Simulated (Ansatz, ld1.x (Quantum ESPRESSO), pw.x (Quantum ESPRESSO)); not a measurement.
## Mn (Z = 25) (diamond): variants of one RRKJ potential in the solid

| Property | Result |
| --- | --- |
| Element | manganese |
| Generator | ld1.x (Quantum ESPRESSO) 7.5 |
| Type | norm-conserving RRKJ (Kleinman–Bylander form) |
| Functional | PBE |
| Relativity | scalar-relativistic |
| Frozen core | [Ar] |
| Valence charge | 7 |
| Reference configuration | 3d5 4s2 4p0 |
| Partial waves | 4p (bound, empty): rc 2.60 bohr; 3d (bound): rc 1.50 bohr; 4s (bound): rc 1.85 bohr |
| Local potential | the s channel |
| Core correction | a·sin(br)/r model core, default radius (core density twice the valence density) |
| rho0 | 0.005 |

Crystal test: diamond Mn in pw.x 7.5, no spin, 9³ k-points, Fermi–Dirac smearing 0.01 Ry, cutoffs set for each file from its atomic test. The reference is all-electron LAPW (Ansatz 0.2.0) with the same functional, mesh and smearing; V0 and B0 come from Birch–Murnaghan fits to the pressures at five volumes. Errors are pseudo minus all-electron; Δ is the rms difference of the E(V) curves that follow from these fits, minima aligned, over ±6 % about the mean V0. Mesh and smearing are coarse, so the numbers serve the comparison and aren't converged zero-temperature values; the lattice is a test structure that the element need not adopt. Spin polarisation and strong correlation are left out, which matters for this element.

All-electron: a0 = 4.953 Å (V0 = 15.19 Å³/atom), B0 = 143.7 GPa.

Base: The largest radius (2.60 bohr) exceeds half the bond length (2.03 bohr), so the spheres overlap, which is one possible source of error among others. This is a poor potential for the solid.

1 further variants are left out: they gave no file fit for a test, a broken result, the same result as the base, or pressures whose basis-set error rivals the error shown.

A dash in a converged row means that the minimum lies outside the volumes sampled.

```csv
change,cutoffs (Ry),pw.x,a0 (Å),a0 error (%),B0 error (%),Δ (meV/atom),mean pressure error (GPa)
base,135/540,converged,–,–,–,–,+8.30
reference 3d5 4s1.5 4p0,135/540,converged,–,–,–,–,+8.11
wave 3d (bound): rc 1.50 bohr becomes 3d (bound): rc 1.64 bohr,110/440,converged,–,–,–,–,+8.36
core correction a·sin(br)/r model core inside 1.40 bohr,135/540,converged,–,–,–,–,+8.03
```

(1) Give the row for: wave 4p (bound): rc 2.60 bohr becomes 4p (bound): rc 3.92 bohr.

Answers

(1) pw.x: converged; mean pressure error (GPa): +6.83; a0 (Å): 5.029; a0 error (%): +1.52; B0 error (%): -6.3; Δ (meV/atom): 21.5.
